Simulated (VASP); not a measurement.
A run of VASP 6.6.1 is set up as follows.

The input POSCAR:

```
CdF2
1.0
   -0.0714855145      2.6226921667      2.6226921667
    2.6226921667     -0.0714855145      2.6226921667
    2.6226921667      2.6226921667     -0.0714855145
Cd F
1 2
Direct
    0.0000000000      0.0000000000      0.0000000000
    0.2523412063      0.2523412063      0.2523412063
    0.7476587937      0.7476587937      0.7476587937
```

INCAR.step1

```
PREC = Accurate
ENCUT = 520
ISMEAR = 0
SIGMA = 0.01
LREAL = F
LASPH = T
NELM = 100
NBANDS = 20
GGA = PE
ALGO = Normal
EDIFF = 1E-4
LWAVE = T
LCHARG = F
```

INCAR.step2

```
PREC = Accurate
ENCUT = 520
EDIFF = 1E-6
ISMEAR = 0
SIGMA = 0.01
LREAL = F
LASPH = T
NELM = 100
ALGO = Normal
ISIF = 2
LWAVE = F
LCHARG = F
METAGGA = R2SCAN
LMIXTAU = T
NBANDS = 20
ISTART = 1
```

KPOINTS

```
Automatic mesh
0
Gamma
  8 8 8
```

Potentials or basis: VASP PAW PBE potentials, release 64 (Cd, F).

Launch:

```bash
$ cat potpaw_PBE.64/Cd/POTCAR potpaw_PBE.64/F/POTCAR > POTCAR
$ cp INCAR.step1 INCAR
$ mpirun -np 1 vasp_std > vasp.out
$ cp INCAR.step2 INCAR
$ mpirun -np 1 vasp_std > vasp.out
```

**Question.** What does it give for the largest force?

**Answer.** 0.021 eV/Å.

**Question.** Predict the band gap on the k mesh.

**Answer.** 3.89 eV, indirect (least direct gap 4.25 eV).

Forces in eV/Å, atoms in the order of the input:
```
Cd   0.000  0.000  0.000
F    0.012  0.012  0.012
F   -0.012 -0.012 -0.012
```

Caveat: the PAW data sets were made with another functional, which shifts forces and pressure a little. A k mesh can miss the band edges.
